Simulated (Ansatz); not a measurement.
# CO2: what symmetry allows forces and stress to be

```xyz
6
Lattice="2.5471 -2.3075 0.1432 2.5471 2.3075 -0.1432 0.0000 -0.3952 6.5578" Properties=species:S:1:pos:R:3 pbc="T T T"
C     0.0296    0.0000    0.0000
C     2.8140   -0.1976    3.2789
O     2.5073   -1.7854    5.9281
O     2.5073    1.3902    0.6297
O     2.4386   -1.0920    2.7391
O     2.4386    0.6968    3.8187
```

Method: Ansatz 0.2.0, DFT PBE, scalar-relativistic, plane waves, PAW.

Cutoff 420 eV; k points 6×6×4 on the computed 6-atom cell (Γ-centred); Gaussian smearing, width 0.02 eV; no spin polarisation.

This distorted cell has space group C2, with 2 operations.

Task: Without a calculation: in which directions can each atom feel a force?

Result: A force must be left unchanged by every operation that keeps its atom in place, so it lies in the space that those operations leave fixed. Atoms that the group maps onto each other feel forces of one size.
```
atom site symmetry operations at the site equivalent to atom allowed force (Cartesian)
  C1              2                       2                   1   along (1.00, 0.00, 0.00)
  C2              2                       2                   2   along (1.00, 0.00, 0.00)
  O3              1                       1                   3              any direction
  O4              1                       1                   3              any direction
  O5              1                       1                   5              any direction
  O6              1                       1                   5              any direction
```

That leaves 8 independent force components of 18, tied by 1 condition that the forces sum to zero, so 7 remain. A relaxation in this cell that keeps the symmetry moves the atoms in these directions alone.

Task: And the stress tensor?

Result: It must be invariant under the point group, which leaves 4 independent components: xz, xy vanish.

Task: Do the computed values obey this?

Result: Yes. Forces (eV/Å):
```
C1  -1.063  0.000  0.000
C2  -0.845  0.000  0.000
O3   0.530 -2.268  2.003
O4   0.530  2.268 -2.003
O5   0.424 -8.427 -5.238
O6   0.424  8.427  5.238
```

Stress (GPa, compression positive, xx yy zz yz xz xy): 2.85 26.36 8.52 28.31 0.00 0.00. The program imposes the same operations on density, forces and stress, so this confirms the analysis and is no independent test of the calculation.

The cell holds molecules, and where no dispersion correction was added their binding is poorly described.

This form isn't the usual stable structure of the compound.